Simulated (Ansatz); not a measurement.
MoS2, 3 atoms in the cell. Symmetry: P-3m1, No. 164, trigonal system. Conventional cell: a = 3.227 Å, b = 3.227 Å, c = 6.312 Å, α = 90.00°, β = 90.00°, γ = 120.00°. Mo (site symmetry -3m) is surrounded by 6 S at 2.42 Å. S (site symmetry 3m) has 3 Mo at 2.42 Å as nearest neighbours. Measurements of this composition are mostly on another form, of space group No. 194.

```yaml
Program: Ansatz 0.2.0
Task: relaxation of cell and atoms
Functional: r2SCAN
Potentials_or_basis: Ansatz PAW
Cutoff: "500 eV (not typed: the program's choice for these potentials)"
k_mesh: 9 × 9 × 4
Occupations: fermi-dirac, width 0.05 eV
Spin: no spin polarisation
```

Potentials or basis: Ansatz PAW.

Run with:

```console
$ ansatz run input.yaml --threads 2 --pin off --max-ram 5120MiB --backend cpu --events-out ev --progress --plain --runs-dir out
```

Hardware: 2 threads of Arm Neoverse N1, on a shared host.

Question: Estimate the wall time of this run.

Answer: Wall time 29 s on 2 threads of Arm Neoverse N1 (shared host), peak memory 0.48 GiB. Counts: scf iterations 33, plane waves 1421, k points 43, bands 17, ion steps 6.
